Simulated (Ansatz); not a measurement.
A series in volume scale on CuO

Results calculated with Ansatz 0.2.0, not measured. Periodic Kohn-Sham DFT of a crystal at fixed atoms, scaled to volume_scale times the given cell; pressure positive in compression, energy less spherical unpolarised free atoms, largest_vzz the field gradient of largest size among the nuclei.

The cell before it is scaled or strained (space group Pm-3m, No. 221):
```
cell vectors (Å)
   2.6368     0.0000     0.0000
   0.0000     2.6368     0.0000
   0.0000     0.0000     2.6368
atoms (fractions of the cell vectors)
Cu  0.00000  0.00000  0.00000
O   0.50000  0.50000  0.50000
```

Settings of every row: method all-electron LAPW; functional PBE; relativity scalar; k mesh 12x12x12; filling fermi-dirac; smearing width 0.08 eV; basis error target 0.25 meV/atom; nucleus gaussian.

Atom start moment: 0 on all atoms.

Limits: the cell comes from a prototype or a list of computed structures and needn't be the stable phase.

```csv
row,volume scale,V (Å³/atom),energy less free atoms (eV/atom),pressure (GPa)
1,0.9405,8.621,-4.3079,12.122
2,0.98,8.983,-4.3253,3.607
3,1,9.167,?,?
4,1.02,9.35,-4.3254,-3.243
5,1.06,9.716,-4.3115,-8.672
```

Question: what energy less free atoms and pressure should row 3 give?

Worked fit of energy less free atoms. Take u = (V_r/V)^(2/3) − 1 with V_r = 9.1665 Å³ an atom, which is twice the finite (Eulerian) strain; such expansions in the strain, on which the Birch-Murnaghan equation of state is built, carry the rest volume and the bulk modulus. The shown rows have u = 0.04175, 0.01357, -0.01313, -0.03807. Least squares give energy less free atoms = −4.32732 + 0.0039 × u + 11.036 × u² eV/atom; a straight line predicts inner rows, each left out in turn, worse (root mean square 0.011 against 0.00015 eV/atom). The rows lie off it by 0.0000, -0.0001, 0.0001, 0.0000. Its lowest point lies at u = -0.0002, or V = 9.169 Å³ an atom, and the curvature there gives the bulk modulus at fixed shape and fractions, B = (4/9)(1 + u)² E″(u)/V = 171 GPa. The withheld row has u = -4e-05, so the fit gives −4.32732 + 0.0039 × (-4e-05) + 11.036 × (-4e-05)² = -4.3273 eV/atom.

The calculation gave -4.3273 eV/atom. The fit meets it to the printed digit.

Worked fit of pressure. Take u = (V_r/V)^(2/3) − 1 with V_r = 9.1665 Å³ an atom, which is twice the finite (Eulerian) strain; such expansions in the strain, on which the Birch-Murnaghan equation of state is built, carry the rest volume and the bulk modulus. The shown rows have u = 0.04175, 0.01357, -0.01313, -0.03807. Least squares give pressure = −0.0168 + 257.447 × u + 794.79 × u² GPa; a straight line predicts inner rows, each left out in turn, worse (root mean square 0.8 against 0.037 GPa). The rows lie off it by 0.005, -0.016, 0.017, -0.006 (root mean square 0.012 GPa). The pressure vanishes at u = 0.0001, or V = 9.166 Å³ an atom, and there the bulk modulus at fixed shape and fractions is B = −V dP/dV = (2/3)(1 + u) dP/du = 172 GPa. The withheld row has u = -4e-05, so the fit gives −0.0168 + 257.447 × (-4e-05) + 794.79 × (-4e-05)² = -0.027 GPa.

The calculation gave -0.017 GPa. The fit lies 0.010 GPa (59 % of the value, 0.048 % of the column's range) below it; its largest miss of a shown row is 0.017 GPa.
